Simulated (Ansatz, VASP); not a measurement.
**One calculation of AlGa3N4, two programs**

```xyz
8
Lattice="4.3537 0.0000 0.0000 0.0000 4.3537 0.0000 0.0000 0.0000 4.6886" Properties=species:S:1:pos:R:3 pbc="T T T"
Al    0.0000    0.0000    0.0000
Ga    2.1769    2.1769    0.0000
Ga    2.1769    0.0000    2.3443
Ga    0.0000    2.1769    2.3443
N     3.2886    3.2886    1.1471
N     3.2886    1.0651    3.5415
N     1.0651    3.2886    3.5415
N     1.0651    1.0651    1.1471
```

Change from the starting cell: strain -0.025 along x and y, +0.050 along z, atoms carried along.

Alike in both runs: task single point; functional r2SCAN; k mesh 6 × 6 × 6; occupations gaussian, width 0.05 eV; no spin polarisation.

```csv
,VASP,Ansatz
version,VASP 6.6.1,Ansatz 0.2.0
potentials or method,"VASP PAW PBE potentials, release 64 (Al, Ga_d, N)","scalar-relativistic, plane waves, PAW"
plane-wave cutoff (eV),520,500
valence electrons in the cell,62,62
```

VASP gave:

```
gap on the k mesh at the Fermi level (eV)       : 2.68
least direct gap on the mesh (eV)               : 2.68
pressure (GPa)                                  : 0.8
largest component of the traceless stress (GPa) : 7.96
rms of the force components (eV/Å)              : 0.042
```

Task: Which values does Ansatz return?

Result: gap on the k mesh at the Fermi level (eV): 2.68; least direct gap on the mesh (eV): 2.68; pressure (GPa): 0.0; largest component of the traceless stress (GPa): 8.04; rms of the force components (eV/Å): 0.028.

Atom by atom the forces differ by 0.033 eV/Å (rms over components).

Caveats: the PAW data sets were made with another functional, which shifts forces and pressure a little (VASP).
